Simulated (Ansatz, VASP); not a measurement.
## PtS2: VASP beside Ansatz

The input INCAR:

```
SYSTEM = PtS2
PREC = Accurate
ENCUT = 600
EDIFF = 1E-6
ISMEAR = -1
SIGMA = 0.05
LREAL = .FALSE.
LASPH = .TRUE.
NELM = 60
ALGO = Normal
ISIF = 3
LWAVE = .FALSE.
LCHARG = .FALSE.
GGA = PS
IBRION = 2
NSW = 60
EDIFFG = -0.01
```

Contents of KPOINTS:

```
regular mesh
0
G
  9 9 5
  0 0 0
```

The input POSCAR:

```
PtS2
1.0
    3.5432000000      0.0000000000      0.0000000000
   -1.7716000000      3.0685012107      0.0000000000
    0.0000000000      0.0000000000      5.0388000000
Pt S
1 2
Direct
    0.0000000000      0.0000000000      0.0000000000
    0.6666666667      0.3333333333      0.7730000000
    0.3333333333      0.6666666667      0.2270000000
```

Contents of input.yaml:

```yaml
crystal:
  lattice:
    - [3.5432, 0.0, 0.0]
    - [-1.7716, 3.0685012107, 0.0]
    - [0.0, 0.0, 5.0388]
  atoms:
    - { symbol: Pt, position: [0.0, 0.0, 0.0] }
    - { symbol: S, position: [0.6666666667, 0.3333333333, 0.773] }
    - { symbol: S, position: [0.3333333333, 0.6666666667, 0.227] }
hamiltonian:
  xc: pbesol
  pseudopotentials: { kind: paw }
kpoints:
  mp_grid: { grid: [9, 9, 5] }
scf:
  occupations: { method: fermi_dirac, width: 0.05 }
output:
  forces: true
  stress: true
  eigenvalues: true
relax:
  f_tol: 0.01
  max_steps: 40
  cell: { stress_tol: 0.05 }
```

Alike in both runs: task relaxation of cell and atoms; functional PBEsol; k mesh 9 × 9 × 5; occupations fermi-dirac, width 0.05 eV; no spin polarisation.

|  | VASP | Ansatz |
| --- | --- | --- |
| version | VASP 6.6.1 | Ansatz 0.2.0 |
| potentials or method | VASP PAW PBE potentials, release 64 (Pt, S) | Ansatz PAW |
| plane-wave cutoff (eV) | 600 | 420 |
| valence electrons in the cell | 22 | 30 |

VASP gave:

- gap on the k mesh at the Fermi level, each at its own relaxed structure (eV): 0.37
- relaxed volume (Å³/atom): 17.66
- relaxed cell length with the largest relative difference (Å): 4.810
- energy change over the relaxation (meV/atom): -22

**Question.** Which values does Ansatz return?

**Answer.** gap on the k mesh at the Fermi level, each at its own relaxed structure (eV): 0.28; relaxed volume (Å³/atom): 17.52; relaxed cell length with the largest relative difference (Å): 4.758; energy change over the relaxation (meV/atom): -24.

The two sets of potentials don't hold the same shells in valence.

Caveats: spin-orbit coupling is left out, which moves the levels of the heavy elements; the PAW data sets were made with another functional, which shifts forces and pressure a little (VASP); an odd mesh through Γ misses points on the zone boundary, where band edges often lie (VASP); odd divisions of the mesh miss points on the zone boundary, where band edges often lie, so the gap on the mesh can be too wide (Ansatz); the plane-wave basis is chosen anew once the cell has moved, so the energies of steps on either side of that aren't comparable (Ansatz); the PAW data sets come from PBE, with cores solved anew for the run's functional, which leaves a small shift of forces and pressure (Ansatz).
